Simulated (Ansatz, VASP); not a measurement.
MgS in VASP and in Ansatz

```xyz
2
Lattice="0.0000 2.6016 2.6016 2.6016 0.0000 2.6016 2.6016 2.6016 0.0000" Properties=species:S:1:pos:R:3 pbc="T T T"
Mg    0.0000    0.0000    0.0000
S     2.6016    2.6016    2.5767
```

Change from the starting cell: all S atoms moved +0.025 Å, as atom 2 towards its neighbour atom 1 (Mg) at 2.602 Å.

Alike in both runs: task single point; functional PBEsol; k mesh 8 × 8 × 8; occupations gaussian, width 0.05 eV; no spin polarisation.

|  | VASP | Ansatz |
| --- | --- | --- |
| version | VASP 6.6.1 | Ansatz 0.2.0 |
| potentials or method | VASP PAW PBE potentials, release 64 (Mg, S) | scalar-relativistic, plane waves, PAW |
| plane-wave cutoff (eV) | 520 | 420 |
| valence electrons in the cell | 8 | 16 |

|  | VASP | Ansatz | Ansatz less VASP |
| --- | --- | --- | --- |
| gap on the k mesh at the Fermi level (eV) | 2.70 | 2.70 | -0.002 |
| least direct gap on the mesh (eV) | 3.59 | 3.59 | +0.001 |
| pressure (GPa) | -1.1 | -0.9 | +0.20 |
| largest component of the traceless stress (GPa) | 0.05 | 0.05 | 0.000 |
| rms of the force components (eV/Å) | 0.040 | 0.040 | 0.0000 |

Atom by atom the forces differ by 0.000 eV/Å (rms over components). The two sets of potentials don't hold the same shells in valence.

Caveats: the PAW data sets were made with another functional, which shifts forces and pressure a little (VASP). A k mesh can miss the band edges.
